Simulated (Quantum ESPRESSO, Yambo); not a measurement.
An input for Yambo 5.3.0 (GaP (F-43m)):

```
HF_and_locXC
gw0
dyson
ppa
em1d
rim_cut
RandQpts= 1000000
RandGvec= 1 RL
EXXRLvcs= 72 Ry
VXCRLvcs= 288 Ry
Chimod= "HARTREE"
% BndsRnXp
 1 | 100 |
%
NGsBlkXp= 9.5 Ry
% LongDrXp
 1 | 1 | 1 |
%
% GbndRnge
 1 | 100 |
%
DysSolver= "n"
ExtendOut
PPAPntXp= 27.21138 eV
% QPkrange
 1 | 8 | 6 | 13 |
%
GfnQPdb= "E < ./gw4_fix/ndb.QP"
XfnQPdb= "E < ./gw4_fix/ndb.QP"
```

```sh
OMP_NUM_THREADS=1 mpirun -n 4 yambo -F gw5.in -J gw5 -C gw5 > gw5.log
```

The stored states that it reads are on a 4×4×4 mesh. Symmetry: F-43m, No. 216, cubic system. The conventional cell has a = 5.450 Å, b = 5.450 Å, c = 5.450 Å, α = 90.00°, β = 90.00°, γ = 90.00°. Nearest to Ga lie 4 P at 2.36 Å. Nearest to P lie 4 Ga at 2.36 Å. Farther neighbours are not listed.

Q: How long will it take on 4 MPI ranks of Arm Neoverse V1, shared host, and how much memory?

It took 2.6 min; on shared hardware allow 79 s to 5.3 min. Peak host memory was 1.4 GiB.

The screening grows as filled bands × empty bands × pairs of k points, times the square of the screening basis for the matrix.

[Paths, hosts, dates, memory and timing lines, banners, echoed tables and standing remarks are left out of the program output.]

[Logs are printed without paths, hosts, clocks, repeated set-up lines and the standing remarks that a program may print on its own settings, such as how far it seeks lower states.]

[Runs of the session that timed out or met a known fault of the program may be left out.]

[Hosts, paths, dates, database ids (printed as entryN), source tags and the programs' standing remarks are cut or masked in the printed files.]
